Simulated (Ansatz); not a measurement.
Here is an Ansatz 0.2.0 calculation.

input.yaml

```yaml
crystal:
  lattice:
    - [4.54534955, 0.0, 0.0]
    - [0.0, 5.51961944, 0.0]
    - [0.0, 0.0, 4.90919686]
  atoms:
    - { symbol: Ti, position: [0.0, 0.17299093, 0.75] }
    - { symbol: Ti, position: [0.5, 0.32700907, 0.25] }
    - { symbol: Ti, position: [0.0, 0.82700907, 0.25] }
    - { symbol: Ti, position: [0.5, 0.67299093, 0.75] }
    - { symbol: O, position: [0.27145062, 0.38172464, 0.91864908] }
    - { symbol: O, position: [0.77145062, 0.11827536, 0.08135092] }
    - { symbol: O, position: [0.22854938, 0.11827536, 0.41864908] }
    - { symbol: O, position: [0.72854938, 0.38172464, 0.58135092] }
    - { symbol: O, position: [0.27145062, 0.61827536, 0.41864908] }
    - { symbol: O, position: [0.77145062, 0.88172464, 0.58135092] }
    - { symbol: O, position: [0.22854938, 0.88172464, 0.91864908] }
    - { symbol: O, position: [0.72854938, 0.61827536, 0.08135092] }
hamiltonian:
  xc: r2scan
  pseudopotentials: { kind: paw }
  hubbard: { sites: [{ species: Ti, l: d, u_eff: 6.0 }] }
kpoints:
  mp_grid: { grid: [6, 5, 6] }
  band_path:
    path:
      - [[0.0, 0.0, 0.0], [-0.5, 0.0, 0.0], [-0.5, 0.0, -0.5], [0.0, 0.0, -0.5], [0.0, 0.0, 0.0], [0.0, -0.5, 0.0], [-0.5, -0.5, 0.0], [-0.5, -0.5, -0.5], [0.0, -0.5, -0.5], [0.0, -0.5, 0.0]]
      - [[0.0, 0.0, -0.5], [0.0, -0.5, -0.5]]
      - [[-0.5, -0.5, 0.0], [-0.5, 0.0, 0.0]]
      - [[-0.5, 0.0, -0.5], [-0.5, -0.5, -0.5]]
    npoints: 10
scf:
  occupations: { method: fermi_dirac, width: 0.05 }
  n_extra_bands: 30
output:
  forces: true
  stress: true
  eigenvalues: true
  fatbands: false
```

Potentials or basis: Ansatz PAW.

Run with:

```bash
$ ansatz run input.yaml --threads 4 --pin off --max-ram 11264MiB --backend cpu --events-out ev --progress --plain --runs-dir out
```

Q: Predict the largest force.

A: 0.411 eV/Å.

Q: Estimate the band gap along the path.

A: 3.76 eV, indirect (least direct gap 3.84 eV).

Q: What does it give for the pressure?

A: 4.9 GPa.

Eigenvalues of the final occupation matrices:
```tsv
site	spin	trace	eigenvalues
site 1	1	0.96	0.12 0.13 0.15 0.28 0.29
site 2	1	0.96	0.12 0.13 0.15 0.28 0.29
site 3	1	0.96	0.12 0.13 0.15 0.28 0.29
site 4	1	0.96	0.12 0.13 0.15 0.28 0.29
```

Caveat: the PAW data sets come from PBE, with cores solved anew for the run's functional, which leaves a small shift of forces and pressure.
